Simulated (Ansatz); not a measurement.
KCl (rocksalt): gap against strain (uniaxial along x, other directions held)

KCl built on the rocksalt prototype, relaxed with r2SCAN in the PAW code Ansatz, then strained (uniaxial along x, other directions held; changes of length per length, axes as in the cell below) with the atoms relaxed again within the symmetry that is left. It is cubic, Fm-3m (No. 225); conventional cell a = 6.290 Å, 31.10 Å³ an atom. K is surrounded by 6 Cl at 3.14 Å; Cl is surrounded by 6 K at 3.14 Å. Calculated for a static, non-magnetic cell.

```xyz
2
Lattice="0.0000 3.1448 3.1448 3.1448 0.0000 3.1448 3.1448 3.1448 0.0000" Properties=species:S:1:pos:R:3 pbc="T T T"
K     0.0000    0.0000    0.0000
Cl    3.1448    3.1448    3.1448
```

Gaps are the least over each mesh (PBE 8×8×8, r2SCAN 8×8×8, HSE06 6×6×6 when unstrained) and the special points, which keep their unstrained names; stress is the change from the unstrained cell, compression positive.

```
strain (%)  gap, PBE (eV)  gap, r2SCAN (eV)  gap, HSE06 (eV)  edges, HSE06  stress along the strain, r2SCAN (GPa)  energy rise, r2SCAN (meV/atom)
     -3.16          5.284             5.920            6.604             Γ                                  +1.83                             5.4
     -1.81          5.247             5.884            6.564             Γ                                  +0.95                             1.7
       0.0          5.194             5.831            6.505             Γ                                   0.00                             0.0
      +3.0          5.086             5.719            6.390             Γ                                  -1.12                             3.3
     +5.81          4.990             5.619            6.288             Γ                                  -1.79                            11.3
```

Between zero and the nearest strains the slope of the HSE06 gap against strain is -0.032 eV per percent for negative and -0.038 for positive strain.

The meshes of the hybrids are coarse, so their gaps aren't converged to the digits shown.
